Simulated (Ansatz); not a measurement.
Runs of Ansatz 0.2.0 on Si2Mo. The structure is tetragonal, space group I4/mmm (No. 139). Conventional cell: a = 3.200 Å, b = 3.200 Å, c = 7.861 Å, α = 90.00°, β = 90.00°, γ = 90.00°. Around Mo (site symmetry 4/mmm) lie 10 Si at 2.62 Å. Around Si (site symmetry 4mm) lie 5 Si at 2.61 to 2.63 Å and 5 Mo at 2.62 Å. 

```tsv
task	potentials or basis	k mesh	cutoff (eV)	smearing	basis error allowed	mesh quality	gap on the mesh (eV)	pressure (GPa)	largest force (eV/Å)
single point	all-electron LAPW, scalar-relativistic	7 × 7 × 7	205	fermi-dirac 0.03 eV	0.002 eV/atom	coarse	none	-2.7	0.35
phonons	all-electron LAPW, scalar-relativistic	12 × 12 × 12	220	fermi-dirac 0.05 eV	0.002 eV/atom	not flagged	none	-	0.33
elastic constants	all-electron LAPW, scalar-relativistic	9 × 9 × 9	220	fermi-dirac 0.05 eV	0.002 eV/atom	coarse	none	(a)	-
density of states	all-electron PAW datasets made for the crystal	12 × 12 × 12	300	fermi-dirac 0.05 eV	-	not flagged	none	-2.7	0.33
```

Alike in all rows: level PBEsol; no spin polarisation; cell as given.

Q: Estimate the missing entries.

A: (a) -2.4.

Caveats: some runs use coarse meshes; the k mesh is thin for a metal, which can move the energy by tens of meV per atom (some runs); a metal's response needs a denser mesh (some runs); the program listed the state as in doubt (some runs); elastic constants of metals need much finer meshes, so these are rough (some runs); the program warned that the printed levels may be off, so bands, gaps and densities of states are rough (some runs).

A k mesh can miss the band edges, and the runs leave out spin-orbit coupling on Mo.

A gap of «none» marks a metal or a gap under the smearing width.

The runs don't all hold the same shells in valence.
